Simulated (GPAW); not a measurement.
CoO:

```xyz
2
Lattice="0.0000 2.1315 2.1315 2.1315 0.0000 2.1315 2.1315 2.1315 0.0000" Properties=species:S:1:pos:R:3 pbc="T T T"
Co    0.0000    0.0000    0.0000
O     2.1315    2.1315    2.1315
```

Base run:

| Item | Value |
| --- | --- |
| Program | GPAW 26.7.0 |
| Functional | PBEsol |
| Potentials or basis | PAW data sets generated in the run's folder for this functional |
| Cutoff | 800 eV |
| Basis | pw |
| k mesh | 11 × 11 × 11 |
| Occupations | fermi-dirac, width 0.05 eV |
| Spin | collinear spin, ferromagnetic start |
| Starting moments | [2.0, 0.0] μB |
| Hubbard terms | Co d U = 6 eV |

Its results: pressure -6.1 GPa; net moment 3.00 μB per cell; site moments Co +2.75; O +0.16 μB.

Question: The run is repeated on the same cell with these changes: hubbard terms from Co d U = 6 eV to Co d U = 8 eV. What comes out?

Answer: Pressure -4.8 GPa; net moment 3.00 μB per cell; site moments Co +2.78; O +0.15 μB.

Caveats: a cell with one magnetic atom can't hold antiferromagnetic order, which such compounds often take.
